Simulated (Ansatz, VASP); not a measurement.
# InP: VASP beside Ansatz

INCAR

```
SYSTEM = InP
  ALGO = Normal
  EDIFF = 1E-7
  ENCUT = 520
  GGA = PS
  ISIF = 2
  ISMEAR = 0
  LASPH = .TRUE.
  LCHARG = .FALSE.
  LREAL = .FALSE.
  LWAVE = .FALSE.
  NBANDS = 16
  NELM = 80
  PREC = Accurate
  SIGMA = 0.05
```

KPOINTS

```
k-points
0
G
  10 10 10
  0 0 0
```

File POSCAR:

```
InP
1.0
    0.0000000000      2.7112222893      2.7112222893
    2.7112222893      0.0000000000      2.7112222893
    2.7112222893      2.7112222893      0.0000000000
In P
1 1
Direct
    0.0000000000      0.0000000000      0.0000000000
    0.5000000000      0.5000000000      0.5000000000
```

Input for Ansatz:

```yaml
crystal:
  lattice:
    - [0.0, 2.7112222893, 2.7112222893]
    - [2.7112222893, 0.0, 2.7112222893]
    - [2.7112222893, 2.7112222893, 0.0]
  atoms:
    - { symbol: In, position: [0.0, 0.0, 0.0] }
    - { symbol: P, position: [0.5, 0.5, 0.5] }
basis:
  ecutwfc: 420
  ecutrho_ratio: 4
kpoints:
  mp_grid: { grid: [10, 10, 10] }
hamiltonian:
  xc: pbesol
scf:
  occupations: { method: gaussian, width: 0.05 }
output:
  forces: true
  stress: true
  eigenvalues: true
```

Alike in both runs: task single point; functional PBEsol; k mesh 10 × 10 × 10; occupations gaussian, width 0.05 eV; no spin polarisation.

|  | VASP | Ansatz |
| --- | --- | --- |
| version | VASP 6.6.1 | Ansatz 0.2.0 |
| potentials or method | VASP PAW PBE potentials, release 64 (In_d, P) | scalar-relativistic, plane waves, PAW |
| plane-wave cutoff (eV) | 520 | 420 |
| valence electrons in the cell | 18 | 18 |

```tsv
	VASP	Ansatz	Ansatz less VASP
gap on the k mesh at the Fermi level (eV)	none	none	-
pressure (GPa)	1.8	1.8	-0.04
```

A gap of «none» marks a metal or a gap that the smearing closes. The functional is the same, so the differences come from potentials, cutoffs and numerics.

Caveats: the PAW data sets were made with another functional, which shifts forces and pressure a little (VASP).
